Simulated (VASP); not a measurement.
ZnS, 2 atoms in the cell. It takes space group F-43m (No. 216, cubic). Conventional cell: a = 5.404 Å, b = 5.404 Å, c = 5.404 Å, α = 90.00°, β = 90.00°, γ = 90.00°. Zn (site symmetry -43m) is surrounded by 4 S at 2.34 Å. S (site symmetry -43m) has 4 Zn at 2.34 Å as nearest neighbours. 

| Quantity | Value |
| --- | --- |
| Program | VASP 6.6.1 |
| Task | relaxation of cell and atoms |
| Functional | PBEsol |
| Potentials or basis | VASP PAW PBE potentials, release 64 (Zn, S) |
| Cutoff | 600 eV |
| k mesh | 10 × 10 × 10 |
| Occupations | gaussian, width 0.03 eV |
| Spin | no spin polarisation |
| Further INCAR settings | ALGO = Normal; EDIFF = 1e-06; IBRION = 2; EDIFFG = -0.01; NSW = 90; ISIF = 3 |

Potentials or basis: VASP PAW PBE potentials, release 64 (Zn, S).

Run with:

```bash
$ cat potpaw_PBE.64/Zn/POTCAR potpaw_PBE.64/S/POTCAR > POTCAR
$ mpirun -np 4 vasp_std > vasp.out
```

Hardware: 4 MPI ranks on AMD EPYC 9R45 96-Core Processor (Zen 5) (shared host).

Problem. How long does it take, and how much memory?

Solution. It took 15 s on 4 MPI ranks on AMD EPYC 9R45 96-Core Processor (Zen 5), with other jobs on the host, peak memory 0.18 GiB a rank. Counts: scf iterations 27, k points 47, ion steps 3.
